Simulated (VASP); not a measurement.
EuO, 2 atoms in the cell. The structure is cubic, space group Fm-3m (No. 225). Conventional cell: a = 5.169 Å, b = 5.169 Å, c = 5.169 Å, α = 90.00°, β = 90.00°, γ = 90.00°. Around Eu (site symmetry m-3m) lie 6 O at 2.58 Å. O (site symmetry m-3m) has 6 Eu at 2.58 Å as nearest neighbours. 

| Item | Value |
| --- | --- |
| Program | VASP 6.6.1 |
| Task | relaxation of cell and atoms |
| Functional | PBE |
| Potentials or basis | VASP PAW PBE potentials, release 64 (Eu, O) |
| Cutoff | 600 eV |
| k mesh | 10 × 10 × 10 |
| Occupations | gaussian, width 0.03 eV |
| Spin | collinear spin, ferromagnetic start |
| Starting moments | [7.0, 0.0] μB |
| Hubbard terms | Eu f U = 6.0 eV |
| Further INCAR settings | ALGO = Normal; EDIFF = 1e-07; AMIX = 0.2; BMIX = 0.0001; IBRION = 2; EDIFFG = -0.005; NSW = 90; ISIF = 3 |

Potentials or basis: VASP PAW PBE potentials, release 64 (Eu, O).

Command:

```bash
$ cat potpaw_PBE.64/Eu/POTCAR potpaw_PBE.64/O/POTCAR > POTCAR
$ mpirun -np 1 vasp_std > vasp.out
```

Hardware: 1 thread of Intel(R) Xeon(R) 6975P-C (Granite Rapids), with other jobs on the host.

Task: How long does it take, and how much memory?

Result: Run time: 2.1 min on 1 thread of Intel(R) Xeon(R) 6975P-C (Granite Rapids) (shared host), peak memory 0.24 GiB. Counts: scf iterations 39, k points 47, ion steps 3.
